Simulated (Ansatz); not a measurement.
An Ansatz input:

```yaml
crystal:
  lattice:
    - [0.0, 1.7114111763, 1.7114111763]
    - [1.7114111763, 0.0, 1.7114111763]
    - [1.7114111763, 1.7114111763, 0.0]
  atoms:
    - { symbol: Mn, position: [0.0, 0.0, 0.0], spin: 3.0 }
hamiltonian:
  xc: revpbe
  pseudopotentials:
    kind: paw
    azcp:
      Mn: "pseudopotentials/Mn.paw.azcp"
basis:
  ecutwfc: 420
  fft_grid_basis: typed
kpoints:
  mp_grid: { grid: [17, 17, 17], shift: [0, 0, 0] }
magnetization:
  spin_polarized: true
scf:
  occupations: { method: fermi_dirac, width: 0.05 }
  lower_state_search: "off"
output:
  stress: true
```

and its output:

```
Engine: ansatz 0.2.0, aarch64-unknown-linux-gnu
Pseudopotentials: kind: paw
Pseudopotential: Mn, paw, valence charge 15, recommended cutoff 420 eV (normal) 
Functional definition: revPBE
  parameter kappa = 1.245
  parameter beta = 0.06672455060314922
  exchange = pbe_x(kappa = kappa, mu = beta*pi^2/3)
  correlation = pbe_c(beta = beta)
Crystal: 1 atoms, lattice volume = 10.025 Å³
Basis set: ecut = 420 eV, 181 PW (Γ)
Bands: 13, of which v1, the nominal top of the filled ones, is band 8 counted from 1 (7 counted from 0)
Symmetry: 48 space group operations
Space group: Fm-3m (ITA 225), of the structure as read, at distance tolerance 2.2e-5 Å
Magnetic group: BNS 225.116 (UNI 1618), of the structure as read, at distance tolerance 2.2e-5 Å
k-points: 165 of 4913
Non-local potential: Mn, projectors of the file, l = 0: 3, l = 1: 2, l = 2: 3, l = 3: 1
PAW form: soft (Blöchl's): semilocal exchange-correlation on the pseudo side does not see the compensation charge
PAW frozen core: Mn, regenerated for the run's functional, and the local potential with it (the file was generated under x = pbe(κ = 0.804, μ = 0.2195149727645171), c = pbe(β = 0.06672455060314922))
PAW one-centre angular grid: Mn, 590 points (default); XC on 64 Gauss nodes
Initial density: superposition of atomic densities (chi_scale 0.1, normalization cell)
Starting moments: Σ|m| = 3 μB on 1 of 1 site
Initial wavefunctions: pseudopotential atomic-orbital guess
Functional: x = revpbe(κ = 1.245, μ = 0.2195149727645171), c = pbe(β = 0.06672455060314922)
SCF iter   1: F=—  HF=-3901.488013 eV  |F-HF|=—  |Δ(HF+E_count)|=         —  Δρ=1.80e-1 (↑1.80e-1 ↓9.28e-2)  dr2=8.12e-1  dr2_m=1.62e0  M=1.660 μB ∫|m|=1.669 μB  β_m=0.30  ethr=3.10e-3  ⟨swp⟩=4.4  Hψ=19461  notcnv=0
Mixer restart at iter 1: flushing history
spin-set hold released at iteration 1 (the charge has settled, or the pull on large starting moments outlasts its swing): the magnetisation degrees of freedom join the quasi-Newton model from the next iteration; the mixer history was flushed
SCF iter   2: F=—  HF=-3901.463335 eV  |F-HF|=—  |Δ(HF+E_count)|=   2.47e-2  Δρ=9.73e-2 (↑9.73e-2 ↓9.47e-2)  dr2=1.32e-2  dr2_m=8.42e-1  M=1.612 μB ∫|m|=1.621 μB  β_m=0.49  ethr=3.10e-3  ⟨swp⟩=2.4  Hψ=8698  notcnv=0  defer=212
SCF iter   3: F=—  HF=-3901.750071 eV  |F-HF|=—  |Δ(HF+E_count)|=   2.87e-1  Δρ=1.08e-1 (↑1.08e-1 ↓5.58e-2)  dr2=2.41e-1  dr2_m=5.98e-1  M=1.183 μB ∫|m|=1.200 μB  β_m=0.19  ethr=8.79e-5  ⟨swp⟩=3.0  Hψ=9633  notcnv=0  defer=212
SCF iter   4: F=—  HF=-3901.801825 eV  |F-HF|=—  |Δ(HF+E_count)|=   5.18e-2  Δρ=6.61e-2 (↑5.11e-2 ↓6.61e-2)  dr2=1.74e-2  dr2_m=3.14e-1  M=0.967 μB ∫|m|=0.984 μB  β_m=0.34  ethr=8.79e-5  ⟨swp⟩=3.0  Hψ=10179  notcnv=0  defer=218
SCF iter   5: F=—  HF=-3901.920201 eV  |F-HF|=—  |Δ(HF+E_count)|=   1.18e-1  Δρ=3.32e-2 (↑2.51e-2 ↓3.32e-2)  dr2=1.74e-2  dr2_m=7.32e-2  M=0.583 μB ∫|m|=0.614 μB  β_m=0.90  ethr=8.79e-5  ⟨swp⟩=3.2  Hψ=10022  notcnv=0  defer=192
SCF iter   6: F=—  HF=-3901.943964 eV  |F-HF|=—  |Δ(HF+E_count)|=   2.38e-2  Δρ=2.21e-2 (↑2.21e-2 ↓1.36e-2)  dr2=5.26e-3  dr2_m=2.90e-2  M=0.403 μB ∫|m|=0.416 μB  β_m=0.95  ethr=8.79e-5  ⟨swp⟩=3.1  Hψ=8607  notcnv=0  defer=184
SCF iter   7: F=—  HF=-3901.963309 eV  |F-HF|=—  |Δ(HF+E_count)|=   1.93e-2  Δρ=8.30e-3 (↑8.30e-3 ↓4.08e-3)  dr2=3.20e-3  dr2_m=2.74e-3  M=0.195 μB ∫|m|=0.202 μB  β_m=0.97  ethr=3.50e-5  ⟨swp⟩=2.3  Hψ=7868  notcnv=0  defer=187
SCF iter   8: F=—  HF=-3901.967916 eV  |F-HF|=—  |Δ(HF+E_count)|=   4.61e-3  Δρ=2.94e-3 (↑1.70e-3 ↓2.94e-3)  dr2=3.81e-4  dr2_m=3.92e-4  M=0.118 μB ∫|m|=0.119 μB  β_m=0.99  ethr=2.13e-5  ⟨swp⟩=2.1  Hψ=8341  notcnv=0  defer=213
SCF iter   9: F=—  HF=-3901.968908 eV  |F-HF|=—  |Δ(HF+E_count)|=   9.92e-4  Δρ=1.01e-3 (↑3.35e-4 ↓1.01e-3)  dr2=3.07e-5  dr2_m=2.83e-5  M=0.049 μB ∫|m|=0.049 μB  β_m=0.94  ethr=2.54e-6  ⟨swp⟩=2.2  Hψ=8175  notcnv=0  defer=194
SCF iter  10: F=—  HF=-3901.969050 eV  |F-HF|=—  |Δ(HF+E_count)|=   1.42e-4  Δρ=4.08e-4 (↑2.94e-4 ↓4.08e-4)  dr2=1.11e-6  dr2_m=9.86e-6  M=0.026 μB ∫|m|=0.026 μB  β_m=0.97  ethr=2.05e-7  ⟨swp⟩=2.0  Hψ=6722  notcnv=0  defer=190
SCF iter  11: F=—  HF=-3901.969086 eV  |F-HF|=—  |Δ(HF+E_count)|=   3.68e-5  Δρ=1.64e-4 (↑1.29e-4 ↓1.64e-4)  dr2=8.53e-8  dr2_m=1.90e-6  M=0.009 μB ∫|m|=0.010 μB  β_m=0.96  ethr=6.67e-10  ⟨swp⟩=3.0  Hψ=16679  notcnv=0
SCF iter  12: F=—  HF=-3901.969091 eV  |F-HF|=—  |Δ(HF+E_count)|=   4.30e-6  Δρ=7.84e-5 (↑4.65e-5 ↓7.84e-5)  dr2=6.43e-8  dr2_m=3.42e-7  M=0.004 μB ∫|m|=0.004 μB  β_m=0.98  ethr=5.69e-10  ⟨swp⟩=4.3  Hψ=13316  notcnv=0
iter 13 did not close the SCF: its close was put off for a magnetic moment that had not settled (scf_convergence_deferred on its scf_iter line)
SCF iter  13: F=-3901.969091 eV  HF=-3901.969091 eV  |F-HF|=7.87e-9  |Δ(HF+E_count)|=   8.58e-7  Δρ=8.11e-6 (↑5.25e-6 ↓8.11e-6)  dr2=1.06e-8  dr2_m=2.38e-10  M=0.000 μB ∫|m|=0.000 μB  β_m=0.99  ethr=4.28e-10  ⟨swp⟩=4.1  Hψ=13191  notcnv=0
iter 14 did not close the SCF: its close was put off for a magnetic moment that had not settled (scf_convergence_deferred on its scf_iter line)
SCF iter  14: F=-3901.969091 eV  HF=-3901.969091 eV  |F-HF|=6.82e-12  |Δ(HF+E_count)|=   2.26e-9  Δρ=1.96e-6 (↑1.10e-6 ↓1.96e-6)  dr2=6.48e-11  dr2_m=2.07e-10  M=-0.000 μB ∫|m|=0.000 μB  β_m=1.00  ethr=7.09e-11  ⟨swp⟩=2.0  Hψ=12734  notcnv=0
SCF iter  15: F=-3901.969091 eV  HF=-3901.969091 eV  |F-HF|=9.09e-13  |Δ(HF+E_count)|=  4.53e-10  Δρ=5.26e-8 (↑5.26e-8 ↓2.77e-8)  dr2=2.09e-13  dr2_m=8.41e-14  M=0.000 μB ∫|m|=0.000 μB  ethr=1.00e-12  ⟨swp⟩=1.0  Hψ=12278  notcnv=0
WARN: the starting moments were not kept: the SCF closed with an absolute magnetisation of 5.9e-7 μB, where they sum to 3 μB in size (1 site). That is at most 0.1 of that sum. Measured as dr2_m measures the in/out step, that magnetisation stands 4.6e-13 eV from none, at or under the dr2_threshold of 1.0e-7 eV: it is no larger than a step whose dr2_m would equal this threshold. The system may hold no moment; this SCF shows only that its start led to no more than that. To try another start: raise the starting moments (crystal.atoms[].spin, magnetization.per_species, magnetization.initial_magnetization, or on a non-collinear deck that types none of these the spinor_matrix: blocks that start its atoms; where the total moment is fixed, keep their sum and leave initial_magnetization as it is; typed ones take the place of any that the run laid by itself, positive ones on a crystal's lanthanoids without a Hubbard term where scf.initial_density.shell_occupations: [] is typed) or, if the notice of its spin-set hold's release reads "site moments contracting" or "site moments show no strong build", lengthen the hold (scf.mixing.spin_hold: { on: { confirm: 4 } }; for m-r²SCAN on two components see the key's manual first). Each may lead to a state that holds a moment. A second SCF, from the converged charge density, with the starting moments and any scf.initial_density.shell_occupations laid on it anew, would have followed, and was not run: the deck does not ask for one (magnetization.retry_lost_moments is false, the default). To let it run, set magnetization.retry_lost_moments: true and run the deck again, where that key's refused combinations let it; where memory then withholds it, that run's warning says so.
SCF 1 converged in 15 iterations: F = -3901.969091 eV  dr2 = 2.09e-13
SCF converged after 15 iterations
Magnetization: 0.0000 μB (7.5000 up, 7.5000 down)
Absolute magnetization: 0.0000 μB (∫|ρ↑−ρ↓|, with the PAW one-centre terms)
Spin contamination: 0.0000 ħ² per cell (⟨S²⟩ above its minimum at these occupations)
Per-site moments (μB) at R_I (Å): [(4.776550861304036e-7, 0.9983741197321452)]
Free energy (F): -3901.969091 eV
Harris-Foulkes:  -3901.969091 eV  (|F-HF|=9.09e-13)
Internal energy: -3901.957136 eV  (E = F + TS)
E sigma→0 (E₀):  -3901.963114 eV
Entropy (-TS):   -0.011955 eV (-11.955 meV/atom)
Fermi energy:    22.137230 eV
--- Per-component energies (eV) ---
  E_band       = -132.491156
  E_kinetic    = 310.683597
  E_local      = -1486.850470  (includes V_loc(G=0)·N_el)
  E_nonlocal   = 235.322638
  E_hartree    = 624.851740
  E_xc         = -116.805427
  E_vxc        = -149.659084  (∫ρ·V_xc dr)
  E_paw        = -1299.191105  (= ΣΔE_a)
  E_vpaw       = -291.691332  (= ΣTr[D̂ρ^β])
  E_aug_tail   = -0.000010  (compensation charges beyond the density's cutoff)
  E_ewald      = -2169.932568
  E_core_change = -0.035532  (= ΣΔE_core)
  E_smearing   = -0.011955  (= −TS)
  E_closure    = -0.000000  (closes the sum)
  Σ components = -3901.969091   (vs F -3901.969091, Δ=0.00e0)
--- Stress (GPa, compression-positive) ---
       27.197723       0.000000      -0.000000
        0.000000      27.197723       0.000000
        0.000000       0.000000      27.197723
  P = ⅓ Tr σ = 27.1977 GPa (271.977 kbar)
```
